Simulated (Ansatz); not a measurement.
Ru:

```
Ru
1.0
     2.70580    0.00000    0.00000
    -1.35290    2.34329    0.00000
     0.00000    0.00000    4.28190
Ru
2
Direct
  0.66667 0.33333 0.75000
  0.33333 0.66667 0.25000
```

- Program: Ansatz 0.2.0
- Task: relaxation of cell and atoms
- Functional: PBEsol
- Potentials or basis: Ansatz PAW
- Cutoff: 420 eV (not typed: the program's choice for these potentials)
- k mesh: 11 × 11 × 6
- Occupations: fermi-dirac, width 0.05 eV
- Spin: no spin polarisation

At the start: volume 13.57 Å³/atom.

Problem. How do energy, volume and symmetry change on relaxing?

Solution. It ends after 4 steps and the volume is 13.32 Å³/atom (-1.9 %); space group P6_3/mmc (No. 194, to 0.05 Å).

Step by step:
```
step  energy change (eV)  largest force (eV/Å)  volume (Å³)
   1              0.0000                0.0000        27.15
   2             -0.0101                0.0000        26.66
   3             -0.0101                0.0000        26.65
   4             -0.0099                0.0000        26.65
```

Final structure:
```cif
data_structure
_symmetry_space_group_name_H-M 'P 1'
_symmetry_Int_Tables_number 1
_cell_length_a 2.6893
_cell_length_b 2.6893
_cell_length_c 4.2542
_cell_angle_alpha 90.000
_cell_angle_beta 90.000
_cell_angle_gamma 120.000
_cell_volume 26.65
loop_
_atom_site_label
_atom_site_type_symbol
_atom_site_fract_x
_atom_site_fract_y
_atom_site_fract_z
_atom_site_occupancy
Ru1 Ru 0.66667 0.33333 0.75000 1
Ru2 Ru 0.33333 0.66667 0.25000 1
```

Caveat: the plane-wave basis is chosen anew once the cell has moved, so the energies of steps on either side of that aren't comparable; the PAW data sets come from PBE, with cores solved anew for the run's functional, which leaves a small shift of forces and pressure.
